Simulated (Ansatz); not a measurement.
# Pt: the cost of one run

Program: Ansatz 0.2.0. Level of theory: DFT PBEsol, scalar-relativistic, plane waves, PAW. These are calculated values, not measurements.

3 further runs of the same task are left out: 3 set aside as unsound or not needed. Runs told in other sessions of the task aren't counted.

## 1. The system as given

It takes space group P6_3/mmc (No. 194, hexagonal). The conventional cell has a = 2.725 Å, b = 2.725 Å, c = 4.707 Å, α = 90.00°, β = 90.00°, γ = 120.00°. Around Pt (site symmetry -6m2) lie 12 Pt at 2.73 to 2.83 Å.

Structure file:

```
Pt
1.0
    -2.72517    0.00000    0.00000
     0.00000    0.00000   -4.70681
     0.00000   -4.72013    0.00000
Pt
4
Direct
  0.00000 0.25000 0.33333
  0.50000 0.25000 0.83333
  0.50000 0.75000 0.16667
  0.00000 0.75000 0.66667
```

It goes back to an entry of the Materials Project, which need not be the stable form.

It is built from the cell relaxed beforehand with the same method (15.14 Å³/atom).

## 2. Zero of the scan

Input file input.yaml:

```yaml
crystal:
  lattice:
    - [-2.7251696203, 0.0, 0.0]
    - [0.0, 0.0, -4.7068056308]
    - [0.0, -4.7201322416, 0.0]
  atoms:
    - { symbol: Pt, position: [1.0, 0.25, 0.3333333333] }
    - { symbol: Pt, position: [0.5, 0.25, 0.8333333333] }
    - { symbol: Pt, position: [0.5, 0.75, 0.1666666667] }
    - { symbol: Pt, position: [0.0, 0.75, 0.6666666667] }
basis:
  ecutwfc: 420
kpoints:
  mp_grid: { grid: [22, 14, 14] }
hamiltonian:
  xc: pbesol
scf:
  occupations: { method: gaussian, width: 0.15 }
output:
  forces: true
  stress: true
  eigenvalues: true
  write_density: true
  write_potential: true
  elf: true
  volumetric_format: npy
```

Started as:

```
$ ansatz run input.yaml --threads 2 --pin off --max-ram 5120MiB --backend cpu --events-out ev --progress --plain --runs-dir out
```

**Question.** How long does this run take on 2 threads of AMD EPYC 9R45 (Zen 5), shared host, and how much memory does it need?

About 15 s, with a peak of 1.4 GiB.
